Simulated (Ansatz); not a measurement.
BaTiO3:

```
Ba Ti O
1.0
     2.82737    1.63238    2.31839
    -2.82737    1.63238    2.31839
     0.00000   -3.26476    2.31839
Ba Ti O
1 1 3
Cartesian
  0.0000 0.0000 0.0000
  0.0000 0.0000 3.3698
  1.3885 -0.8017 2.3988
  -1.3885 -0.8017 2.3988
  0.0000 1.6033 2.3988
```

- Program: Ansatz 0.2.0
- Task: single point
- Functional: PBE
- Potentials or basis: Ansatz PAW
- Cutoff: 420 eV (not typed: the program's choice for these potentials)
- k mesh: 7 × 7 × 7
- Occupations: fermi-dirac, width 0.05 eV
- Spin: no spin polarisation

On this cell: pressure 5.0 GPa; largest force 0.138 eV/Å; band gap on the k mesh 2.50 eV, indirect (least direct gap 2.79 eV).

The same run follows on a disturbed copy (atoms moved at random, drawn with an rms of 0.05 Å):

```
Ba Ti O
1.0
     2.82737    1.63238    2.31839
    -2.82737    1.63238    2.31839
     0.00000   -3.26476    2.31839
Ba Ti O
1 1 3
Direct
  0.98732 0.99202 0.00712
  0.48312 0.47259 0.48203
  0.51050 0.00929 0.51653
  0.02118 0.52026 0.51359
  0.51078 0.51392 0.01422
```

What does the disturbed cell give?

The energy moves by +8.8 meV/atom; pressure 5.3 GPa; largest force 0.536 eV/Å; band gap on the k mesh 2.61 eV, indirect (least direct gap 2.99 eV).

Forces in eV/Å, atoms in the order of the input:
```
Ba   0.201  0.295 -0.023
Ti  -0.297 -0.100  0.435
O   -0.285  0.317  0.096
O    0.150 -0.163 -0.456
O    0.232 -0.349 -0.053
```

Stress tensor (GPa, compression positive):
```
 5.14  0.24 -0.09
 0.24  4.87  0.44
-0.09  0.44  5.93
```

Caveats: odd divisions of the mesh miss points on the zone boundary, where band edges often lie, so the gap on the mesh can be too wide; spin-orbit coupling is left out, which moves the levels of the heavy elements.

A k mesh can miss the band edges.
